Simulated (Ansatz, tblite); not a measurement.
# Ligand exchange: C2H3BrO + HOI → C2H4O2 + IBr

Species: C2H3BrO (acetyl bromide) `CC(=O)Br`, singlet; HOI `OI`, singlet; C2H4O2 (acetic acid) `CC(=O)O`, singlet; IBr (iodine monobromide), singlet. The partners trade Br for OH: C–Br and I–OH bonds give way to C–OH and I–Br.

Shapes, held fixed at every level: PBE0-D4/def2-TZVP. Flexible molecules stand in one conformer, not always the lowest. Programs: Ansatz 0.2.0, tblite 0.8.0. The zero-point and thermal change to 298 K, harmonic and unscaled (PBE0-D4/def2-TZVP), is +7.0 kJ/mol.

**What was measured.** Tabulated heats of formation (Active Thermochemical Tables, CRC Handbook of Chemistry and Physics): C2H3BrO -190.4 (CRC); HOI -61.3 (ATcT); C2H4O2 -432.2 (CRC); IBr +40.8 (ATcT) kJ/mol, which give ΔH(298 K) = -139.7 kJ/mol.

```tsv
level	kind	ΔH (kJ/mol)	computed − measured	CPU time (all species)
GFN1-xTB	semi-empirical	-180.4	-40.7	0.96 s
PBE-D4/def2-TZVPP	GGA	-127.5	+12.3	12 s
B3LYP-D4/def2-TZVPP	global hybrid	-136.4	+3.3	16 s
PBE0-D4/def2-TZVPP	global hybrid	-145.8	-6.1	12 s
r2SCAN0-D4/def2-TZVPP	global hybrid	-150.5	-10.8	22 s
MP2/def2-SVP	perturbation theory	-162.0	-22.3	–
MP2/def2-TZVPP	perturbation theory	-131.3	+8.5	–
CCSD(T)/def2-TZVPP	coupled cluster or CI	-134.2	+5.5	2.8 min
```

Nearest: B3LYP-D4/def2-TZVPP (+3.3); farthest: GFN1-xTB (-40.7). 4 of 8 levels lie within 10 kJ/mol. The heats of C2H3BrO come from older tables and can be uncertain by 10 kJ/mol or more. For atoms past krypton def2 sets carry core potentials with scalar relativity. Relativity is left out for Br. Outer-core shells of Br, I are correlated in most correlated rows, in sets that cover them unevenly. Times are processor times on shared x86 and Arm servers, and rough.
